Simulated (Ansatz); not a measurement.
**MoSe2: experiment and calculation**

**The experiment to reproduce.**

A printed reference work, data compilation reports, for a bulk crystal of MoSe2: lattice constant a 3.288 Å.

“Pressure coefficients for direct optical transitions in MoS2, MoSe2, WS2, and WSe2 crystals and semiconductor to metal transitions”, 2016, pmc:4877596 quotes, for a bulk crystal of MoSe2: lattice constant c 12.93 Å.

How close the calculation comes is told below.

Level of theory: DFT PBE+D3(BJ), scalar-relativistic, plane waves, PAW in Ansatz.

Cutoff 420 eV; k points 12×12×2 on the computed 6-atom cell (Γ-centred); Gaussian smearing, width 0.02 eV; no spin polarisation.

Relaxed structure, symmetry kept:

```yaml
crystal:
  lattice:
    - [3.27620, 0.00000, 0.00000]
    - [-1.63810, 2.83727, 0.00000]
    - [0.00000, 0.00000, 12.73177]
  atoms:
    - { symbol: Mo, position: [0.33333, 0.66667, 0.25000] }
    - { symbol: Mo, position: [0.66667, 0.33333, 0.75000] }
    - { symbol: Se, position: [0.33333, 0.66667, 0.61848] }
    - { symbol: Se, position: [0.66667, 0.33333, 0.11848] }
    - { symbol: Se, position: [0.33333, 0.66667, 0.88152] }
    - { symbol: Se, position: [0.66667, 0.33333, 0.38152] }
```

| Item | Value |
| --- | --- |
| Space group | P6_3/mmc (No. 194) |
| Volume per atom | 19.72 Å³ |
| Kohn–Sham band gap | 0.74 eV |
| Löwdin character of the top 1 eV of the valence band | Mo 4d 58 %, Se 4p 38 % |
| Löwdin character of the lowest 1 eV of the conduction band | Mo 4d 67 %, Se 4p 27 % |
| Bader charges (e) | Mo (2 in the cell) 0.96, Se (4 in the cell) -0.48 |

A ferromagnetic start lost its moments in a first run, so spin was left out; other magnetic orders weren't tried.

Measured lattice constant a of MoSe2: 3.288 Å (a printed reference work, data compilation). This calculation gives 3.276 Å (-0.4 %). Against the measured lattice constant c of MoSe2, 12.93 Å (quoted in the paper above), the calculated 12.732 Å is off by -1.5 %. The calculation is for 0 K without zero-point motion.